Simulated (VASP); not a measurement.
Wanted: the native input for a VASP 6.6.1 run.

```
Task                   : single point
Functional             : LDA
Potentials or basis    : VASP PAW LDA potentials, release 64 (Sr_sv)
Cutoff                 : 450 eV
k mesh                 : 12 × 12 × 12
Occupations            : methfessel-paxton, width 0.1 eV
Spin                   : no spin polarisation
Further INCAR settings : ALGO = Normal; EDIFF = 1e-06; NBANDS = 11
```

The structure of Sr lies in POSCAR:

```
Sr                                      
1.0
    0.0000000000      3.0108223025      3.0108223025
    3.0108223025     -0.0000000000      3.0108223025
    3.0108223025      3.0108223025     -0.0000000000
  Sr            
     1
Direct
     0.0000000000000000    0.0000000000000000    0.0000000000000000
```

These files were run (other wordings do the same):

INCAR

```
SYSTEM = Sr
ALGO = Normal ; EDIFF = 1E-6
ENCUT = 450 ; ISIF = 2
ISMEAR = 1 ; KPAR = 4
LASPH = .TRUE. ; LCHARG = .FALSE.
LREAL = .FALSE. ; LWAVE = .FALSE.
NBANDS = 11 ; NELM = 120
PREC = Accurate ; SIGMA = 0.1
```

KPOINTS

```
k-points
0
G
  12 12 12
  0 0 0
```

Potentials or basis: VASP PAW LDA potentials, release 64 (Sr_sv).

Command:

```bash
$ cat potpaw_LDA.64/Sr_sv/POTCAR > POTCAR
$ mpirun -np 4 vasp_std > vasp.out
```

It gave:

```yaml
Pressure: -1.4 GPa
Band_gap_on_the_k_mesh: none (metal or under the smearing width)
```

Run time: 4.1 s on 4 MPI ranks on Intel(R) Xeon(R) 6975P-C (Granite Rapids) (shared host), peak memory 0.15 GiB a rank.
